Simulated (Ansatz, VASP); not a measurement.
P in VASP and in Ansatz

```
P
1.0
     4.40397    0.00000    0.00000
     0.00000    4.40397    0.00000
     0.00000    0.00000    2.05736
P
3
Direct
  0.00000 0.00000 0.00000
  0.00000 0.50000 0.00000
  0.50000 0.00000 0.00000
```

Alike in both runs: task relaxation of cell and atoms; functional PBE; k mesh 4 × 4 × 8; occupations gaussian, width 0.1 eV; no spin polarisation.

```csv
,VASP,Ansatz
version,VASP 6.6.1,Ansatz 0.2.0
potentials or method,"VASP PAW PBE potentials, release 64 (P)","scalar-relativistic, plane waves, PAW"
plane-wave cutoff (eV),600,420
valence electrons in the cell,15,15
```

|  | VASP | Ansatz | Ansatz less VASP |
| --- | --- | --- | --- |
| gap on the k mesh at the Fermi level, each at its own relaxed structure (eV) | none | none | - |
| relaxed volume (Å³/atom) | 17.66 | 17.72 | +0.064 |
| relaxed cell length with the largest relative difference (Å) | 4.821 | 4.828 | +0.0072 |
| energy change over the relaxation (meV/atom) | -521 | -534 | -12.7 |

A gap of «none» marks a metal or a gap that the smearing closes.

Caveats: the k mesh is coarse (spacing up to 0.38 Å⁻¹), so the values aren't converged; the volume moved by over 15 % at a fixed basis, so the end points are rough (VASP).
